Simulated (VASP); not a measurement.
Input of a VASP 6.6.1 run:

The input INCAR:

```
SYSTEM = SrO
ALGO = Normal ; BPARAM = 11.95
CPARAM = 0.0093 ; EDIFF = 1E-7
EDIFFG = -0.005 ; ENCUT = 600
IBRION = 2 ; ISIF = 3
ISMEAR = 0 ; IVDW_NL = 2
LASPH = .TRUE. ; LCHARG = .FALSE.
LMIXTAU = .TRUE. ; LREAL = .FALSE.
LUSE_VDW = .TRUE. ; LWAVE = .FALSE.
METAGGA = R2SCAN ; NELM = 80
NSW = 90 ; PREC = Accurate
SIGMA = 0.02
```

File KPOINTS:

```
k-points
0
G
  6 6 6
  0 0 0
```

Contents of POSCAR:

```
SrO
1.0
    4.2754662700      0.0000000000      0.0000000000
   -2.1377331300      3.7026624000      0.0000000000
    0.0000000000      0.0000000000      5.1555949900
Sr O
2 2
Direct
    0.3333333300      0.6666666700      0.7500000000
    0.6666666700      0.3333333300      0.2500000000
    0.3333333300      0.6666666700      0.2500000000
    0.6666666700      0.3333333300      0.7500000000
```

Potentials or basis: VASP PAW PBE potentials, release 64 (Sr_sv, O).

Launch:

```sh
$ cat potpaw_PBE.64/Sr_sv/POTCAR potpaw_PBE.64/O/POTCAR > POTCAR
$ mpirun -np 1 vasp_std > vasp.out
```

Problem. Predict the band gap on the k mesh.

Solution. 2.93 eV, direct.

Problem. What does it give for the space group after relaxing (to 0.05 Å)?

Solution. P6_3/mmc (No. 194).

Final structure:
```
Sr O
1.0
     4.26368    0.00000    0.00000
    -2.13184    3.69245    0.00000
     0.00000    0.00000    5.13829
Sr O
2 2
Direct
  0.33333 0.66667 0.75000
  0.66667 0.33333 0.25000
  0.33333 0.66667 0.25000
  0.66667 0.33333 0.75000
```

 A k mesh can miss the band edges.
